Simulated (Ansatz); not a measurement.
Wurtzite BeO was calculated with PBEsol (Ansatz, an electronic-structure program, PAW).

Settings: plane-wave cutoff 520 eV, 18×18×8 k mesh (along the axes of the cell as run), Fermi–Dirac smearing 0.01 eV, scalar-relativistic PAW data made under PBE.

Shape and atoms are relaxed at each volume.

Pressure at four volumes; x = ln(V/6.865 Å³). One pressure is withheld.

```tsv
V (Å³/atom)	x	P (GPa)
6.590	-0.0409	9.60
6.865	0.0000	0.01
7.002	0.0198	-4.15
7.139	0.0391	?
```

Question: Pass a parabola P(x) through the three rows shown, estimate the bulk modulus and its pressure derivative near zero pressure, and predict the withheld pressure.

Answer: Slopes between the rows: (0.01 − (9.60))/(0.0000 − (-0.0409)) = -234.47 and (-4.15 − (0.01))/(0.0198 − (0.0000)) = -210.10 GPa. Their difference over the span 0.0607 is c = 24.37/0.0607 = 401.5 GPa, so P(x) = 9.60 + (-234.47)(x − (-0.0409)) + 401.5 (x − (-0.0409))(x − (0.0000)). At the middle row B = −dP/dx = −[-234.47 + 401.5 × 0.0409] = 218.0 GPa, and B′ = dB/dP = 2c/B = 3.7. At x = 0.0391 the parabola gives -7.90 GPa; the run gives -7.92 GPa. The Birch–Murnaghan fit to the energies at all volumes has B0 = 218 GPa and B′ = 3.7.

Measured, for comparison: bulk modulus 212 GPa (room temperature, no zero-point or thermal correction, K' fixed at 4, sources range from 212 to 224; as tabulated in High-pressure and high-temperature crystal chemistry of beryllium oxide (Scilit …). Computed less measured: bulk modulus +2.8 % (inside the range of the sources held). A static lattice is as a rule a little smaller and stiffer than an uncorrected measurement, which can account for part of this in the bulk modulus.
